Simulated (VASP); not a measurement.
# AlP (F-43m) in VASP: a series of runs

The runs below take AlP through single point, relaxation of cell and atoms, with LDA.

Everything below comes from runs of VASP 6.6.1. Logs are shortened: lines on timing, memory, paths and dates and some standing lists are left out, and cuts for length are marked.

### 1 The structure

The structure is cubic, space group F-43m (No. 216). Conventional cell: a = 5.507 Å, b = 5.507 Å, c = 5.507 Å, α = 90.00°, β = 90.00°, γ = 90.00°. Around Al (site symmetry -43m) lie 4 P at 2.38 Å. P (site symmetry -43m) has 4 Al at 2.38 Å as nearest neighbours.

### 2 Single point, LDA (relaxed again under DFT LDA, scalar-relativistic, plane waves, PAW)

INCAR

```
ALGO = Normal
EDIFF = 1E-6
ENCUT = 520
ISIF = 2
ISMEAR = 0
LASPH = T
LCHARG = F
LREAL = F
LWAVE = F
NBANDS = 11
NELM = 100
PREC = Accurate
SIGMA = 0.02
```

KPOINTS

```
k-points
0
Gamma
  8 8 8
```

POSCAR

```
AlP
1.0
    0.0000000000      2.7171146425      2.7171146425
    2.7171146425      0.0000000000      2.7171146425
    2.7171146425      2.7171146425      0.0000000000
Al P
1 1
Direct
    0.0000000000      0.0000000000      0.0000000000
    0.2500000000      0.2500000000      0.2500000000
```

Potentials or basis: VASP PAW LDA potentials, release 64 (Al, P).

On the command line:

```bash
$ cat potpaw_LDA.64/Al/POTCAR potpaw_LDA.64/P/POTCAR > POTCAR
$ mpirun -np 1 vasp_std > vasp.out
```

OUTCAR:

```text
EDIFF = 1E-6
   ENCUT = 520
   ISIF = 2
   ISMEAR = 0
   LASPH = T
   LREAL = F
   NELM = 100
   PREC = Accurate

 ion  position               nearest neighbor table
   1  0.000  0.000  0.000-   2 2.35   2 2.35   2 2.35   2 2.35
   2  0.250  0.250  0.250-   1 2.35   1 2.35   1 2.35   1 2.35

  LATTYP: Found a face centered cubic cell.
 ALAT       =     5.4342292850

  Lattice vectors:

 A1 = (   0.0000000000,   2.7171146425,   2.7171146425)
 A2 = (   2.7171146425,   0.0000000000,   2.7171146425)
 A3 = (   2.7171146425,   2.7171146425,   0.0000000000)

Analysis of symmetry for initial positions (statically):
=====================================================================
 Subroutine PRICEL returns:
 Original cell was already a primitive cell.

 Routine SETGRP: Setting up the symmetry group for a
 face centered cubic supercell.

 Subroutine GETGRP returns: Found 24 space group operations
 (whereof 24 operations were pure point group operations)
 out of a pool of 48 trial point group operations.

The static configuration has the point symmetry T_d .

Analysis of symmetry for dynamics (positions and initial velocities):
=====================================================================
 Subroutine PRICEL returns:
 Original cell was already a primitive cell.

 Routine SETGRP: Setting up the symmetry group for a
 face centered cubic supercell.

 Subroutine GETGRP returns: Found 24 space group operations
 (whereof 24 operations were pure point group operations)
 out of a pool of 48 trial point group operations.

The dynamic configuration has the point symmetry T_d .

 Subroutine INISYM returns: Found 24 space group operations
 (whereof 24 operations are pure point group operations),
 and found     1 'primitive' translations

----------------------------------------------------------------------------------------

                                     Primitive cell

  volume of cell :      40.1193

  direct lattice vectors                    reciprocal lattice vectors
     0.000000000  2.717114642  2.717114642    -0.184018735  0.184018735  0.184018735
     2.717114642  0.000000000  2.717114642     0.184018735 -0.184018735  0.184018735
     2.717114642  2.717114642  0.000000000     0.184018735  0.184018735 -0.184018735

  length of vectors
     3.842580378  3.842580378  3.842580378     0.318729799  0.318729799  0.318729799

  position of ions in fractional coordinates (direct lattice)
     0.000000000  0.000000000  0.000000000
     0.250000000  0.250000000  0.250000000

  ion indices of the primitive-cell ions
   primitive index   ion index
                 1           1
                 2           2

----------------------------------------------------------------------------------------

 KPOINTS: k-points

Automatic generation of k-mesh.
 Grid dimensions read from file:
 generate k-points for:    8    8    8

 Generating k-lattice:

  Cartesian coordinates                     Fractional coordinates (reciprocal lattice)
    -0.023002342  0.023002342  0.023002342     0.125000000  0.000000000  0.000000000
     0.023002342 -0.023002342  0.023002342     0.000000000  0.125000000  0.000000000
     0.023002342  0.023002342 -0.023002342     0.000000000  0.000000000  0.125000000

  Length of vectors
     0.039841225  0.039841225  0.039841225

  Shift w.r.t. Gamma in fractional coordinates (k-lattice)
     0.000000000  0.000000000  0.000000000

 Subroutine IBZKPT returns following result:
 ===========================================

 Found     29 irreducible k-points:

 Following reciprocal coordinates:
            Coordinates               Weight
  0.000000  0.000000  0.000000      1.000000
  0.125000  0.000000  0.000000      8.000000
  0.250000  0.000000  0.000000      8.000000
  0.375000  0.000000  0.000000      8.000000
  0.500000  0.000000  0.000000      4.000000
  0.125000  0.125000  0.000000      6.000000
[... 16 lines left out ...]
  0.500000  0.250000  0.125000     48.000000
 -0.375000  0.250000  0.125000     24.000000
 [... further k-points ...]
   k-points           NKPTS =     29   k-points in BZ     NKDIM =     29   number of bands    NBANDS=     11
   number of dos      NEDOS =    301   number of ions     NIONS =      2
   total plane-waves  NPLWV =  27000
   dimension x,y,z NGX =    30 NGY =   30 NGZ =   30
   dimension x,y,z NGXF=    60 NGYF=   60 NGZF=   60
   ions per type =               1   1
   NGX,Y,Z   is equivalent  to a cutoff of  12.98, 12.98, 12.98 a.u.
   NGXF,Y,Z  is equivalent  to a cutoff of  25.96, 25.96, 25.96 a.u.
 SYSTEM =  unknown system
   PREC   = accura    normal or accurate (medium, high low for compatibility)
   ISTART =      0    job   : 0-new  1-cont  2-samecut
   ICHARG =      2    charge: 1-file 2-atom 10-const
   ISPIN  =      1    spin polarized calculation?
   LNONCOLLINEAR =      F non collinear calculations
   LSORBIT =      F    spin-orbit coupling
   LASPH  =      T    aspherical Exc in radial PAW
   ENCUT  =  520.0 eV  38.22 Ry    6.18 a.u.   7.14  7.14  7.14*2*pi/ulx,y,z
   NELM   =    100;   NELMIN=  2; NELMDL= -5     # of ELM steps
   EDIFF  = 0.1E-05   stopping-criterion for ELM
   LREAL  =      F    real-space projection
   EDIFFG = 0.1E-04   stopping-criterion for IOM
   NSW    =      0    number of steps for IOM
   IBRION =     -1    ionic relax: 0-MD 1-quasi-New 2-CG
   NFREE  =      0    steps in history (QN), initial steepest desc. (CG)
   ISIF   =      2    stress and relaxation
   ISYM   =      2    0-nonsym 1-usesym 2-fastsym
   POTIM  = 0.5000    time-step for ionic-motion
   TEBEG  =    0.0;   TEEND  =   0.0 temperature during run
   PSTRESS=    0.0 pullay stress
   NELECT =       8.0000    total number of electrons
   NUPDOWN=      -1.0000    fix difference up-down
   EMIN   =  10.00;   EMAX   =-10.00  energy-range for DOS
   EFERMI =   0.00;   METHOD = LEGACY
   ISMEAR =     0;   SIGMA  =   0.02  broadening in eV -4-tet -1-fermi 0-gaus
   EFERMI_NEDOS =   21; number of points for ismear=-14 and -15
   IALGO  =     38    algorithm
   IMIX   =      4    mixing-type and parameters
     AMIX     =   0.40;   BMIX     =  1.00
     AMIX_MAG =   1.60;   BMIX_MAG =  1.00
  volume/ion in A,a.u.               =      20.06       135.37
  Fermi-wavevector in a.u.,A,eV,Ry     =   0.956431  1.807392 12.446062  0.914760
  Thomas-Fermi vector in A             =   2.085358
   LORBIT       =      0    0 simple, 1 ext, 2 COOP (PROOUT), +10 PAW based schemes
   GGA     = CA    functional components
   LHFCALC =     F    Hartree Fock is set to
   AEXX    =    0.0000 exact exchange contribution
   IVDW    =     0    specifies the selected vdW correction
   LEPSILON=     F    determine dielectric tensor
   LRPA    =     F    only Hartree local field effects (RPA)
 non-spin polarized calculation
 Gauss-broadening in eV      SIGMA  =   0.02
  energy-cutoff  :      520.00
  volume of cell :       40.12
 maximum number of plane-waves:      1106
 NGX is ok and might be reduce to    30
   NGX = 15   NGY = 15   NGZ = 15

 number of electron       7.9999999 magnetization

 Free energy of the ion-electron system (eV)
  ---------------------------------------------------
  ext. energy  EPLUGINS =         0.00000000
  ---------------------------------------------------
  free energy    TOTEN  =       -11.41231635 eV

  energy without entropy =      -11.41231635  energy(sigma->0) =      -11.41231635

 E-fermi :   4.6867     XC(G=0):  -9.5029

 val. band max:        4.5816522253   @ k =   0.0000   0.0000   0.0000
 cond. band min:       5.9959795379   @ k =   0.5000   0.5000   0.0000
 fundamental gap:      1.4143273126
 Fermi energy:         4.6867015219

 k-point     1 :       0.0000    0.0000    0.0000
  band No.  band energies     occupation
      1      -7.0055      2.00000
      2       4.5817      2.00000
      3       4.5817      2.00000
      4       4.5817      2.00000
      5       7.8216      0.00000
      6       9.0737      0.00000
      7       9.0737      0.00000
      8       9.0737      0.00000
      9      13.4105      0.00000
     10      13.4105      0.00000
     11      14.6655      0.00000

 k-point     2 :       0.1250    0.0000    0.0000
  band No.  band energies     occupation
      1      -6.8294      2.00000
      2       3.3303      2.00000
      3       4.4296      2.00000
      4       4.4296      2.00000
      5       8.2261      0.00000
      6       9.3618      0.00000
      7       9.3618      0.00000
      8       9.6136      0.00000
      9      12.8934      0.00000
     10      12.8934      0.00000
     11      15.3120      0.00000

 k-point     3 :       0.2500    0.0000    0.0000
  band No.  band energies     occupation
      1      -6.3322      2.00000
      2       1.3460      2.00000
      3       4.1297      2.00000
      4       4.1297      2.00000
      5       7.8227      0.00000
      6       9.6656      0.00000
      7       9.6656      0.00000
      8      11.4543      0.00000
      9      12.8616      0.00000
     10      12.8616      0.00000
     11      14.7787      0.00000

 k-point     4 :       0.3750    0.0000    0.0000
  band No.  band energies     occupation
      1      -5.6590      2.00000
      2      -0.3298      2.00000
      3       3.8913      2.00000
      4       3.8913      2.00000
      5       7.4392      0.00000
      6       9.4646      0.00000
      7       9.4646      0.00000
      8      12.6209      0.00000
      9      14.2719      0.00000
     10      14.2719      0.00000
     11      15.0932      0.00000

 k-point     5 :       0.5000    0.0000    0.0000
  band No.  band energies     occupation
      1      -5.2728      2.00000
      2      -1.0626      2.00000
      3       3.8051      2.00000
      4       3.8051      2.00000
      5       7.3020      0.00000
      6       9.3170      0.00000
      7       9.3170      0.00000
      8      12.6894      0.00000
      9      16.1322      0.00000
     10      16.1322      0.00000
     11      16.2912      0.00000
[... 211 lines left out ...]
 k-point    21 :       0.5000    0.5000    0.0000
  band No.  band energies     occupation
      1      -4.5876      2.00000
      2      -0.8200      2.00000
      3       2.4327      2.00000
      4       2.4327      2.00000
      5       5.9960      0.00000
      6       6.9081      0.00000
      7      15.5894      0.00000
      8      15.5894      0.00000
      9      16.5663      0.00000
     10      16.6873      0.00000
     11      16.6873      0.00000

 k-point    22 :       0.3750    0.2500    0.1250
  band No.  band energies     occupation
      1      -5.9105      2.00000
      2       1.0297      2.00000
      3       2.6298      2.00000
      4       3.6450      2.00000
      5       8.3390      0.00000
      6       9.3459      0.00000
      7       9.9374      0.00000
      8      11.3457      0.00000
      9      12.8923      0.00000
     10      15.3524      0.00000
     11      17.4363      0.00000

 k-point    23 :       0.5000    0.2500    0.1250
  band No.  band energies     occupation
      1      -5.2922      2.00000
      2      -0.1092      2.00000
      3       2.0534      2.00000
      4       3.2497      2.00000
      5       8.4407      0.00000
      6       9.2903      0.00000
      7      10.5520      0.00000
      8      11.6374      0.00000
      9      14.0265      0.00000
     10      15.8552      0.00000
     11      17.3707      0.00000

 k-point    24 :      -0.3750    0.2500    0.1250
  band No.  band energies     occupation
      1      -4.9497      2.00000
      2      -0.6891      2.00000
      3       1.9186      2.00000
      4       3.0568      2.00000
      5       8.4399      0.00000
      6       9.0152      0.00000
      7      11.4281      0.00000
      8      12.2290      0.00000
      9      13.5190      0.00000
     10      15.9775      0.00000
     11      17.3149      0.00000

 [... further k-points ...]

------------------------ aborting loop because EDIFF is reached ----------------------------------------

  FORCE on cell =-STRESS in cart. coord.  units (eV):
  Direction    XX          YY          ZZ          XY          YZ          ZX
  --------------------------------------------------------------------------------------
  -------------------------------------------------------------------------------------
  Total        0.0094231      0.0094231      0.0094231      0.0000000      0.0000000     -0.0000000
  in kB        0.3763140      0.3763140      0.3763140      0.0000000      0.0000000     -0.0000000
  external PRESSURE =       0.3763140 kB  Pullay stress =       0.0000000 kB

 VOLUME and BASIS-vectors are now :
 -----------------------------------------------------------------------------
  energy-cutoff  :      520.00
  volume of cell :       40.12
      direct lattice vectors                 reciprocal lattice vectors
     0.000000000  2.717114642  2.717114642    -0.184018735  0.184018735  0.184018735
     2.717114642  0.000000000  2.717114642     0.184018735 -0.184018735  0.184018735
     2.717114642  2.717114642  0.000000000     0.184018735  0.184018735 -0.184018735

 POSITION                                       TOTAL-FORCE (eV/Angst)
 -----------------------------------------------------------------------------------
      0.00000      0.00000      0.00000         0.000000      0.000000      0.000000
      1.35856      1.35856      1.35856        -0.000000     -0.000000     -0.000000
 -----------------------------------------------------------------------------------
    total drift:                               -0.000000     -0.000000     -0.000000

  FREE ENERGIE OF THE ION-ELECTRON SYSTEM (eV)
  ---------------------------------------------------
  free  energy   TOTEN  =       -11.4123163534 eV

  energy  without entropy=      -11.4123163534  energy(sigma->0) =      -11.41231635
```

Wall time 6.6 s (1 thread of Intel Xeon 6975P-C (Granite Rapids), shared host); peak memory 0.14 GiB.

Results:

| Item | Value |
| --- | --- |
| Free energy | -11.4123 eV |
| Pressure | 0.0 GPa |
| Band gap on the k mesh | 1.41 eV, indirect (least direct gap 3.24 eV) |

A k mesh can miss the band edges.

[end of part 1 of 2]
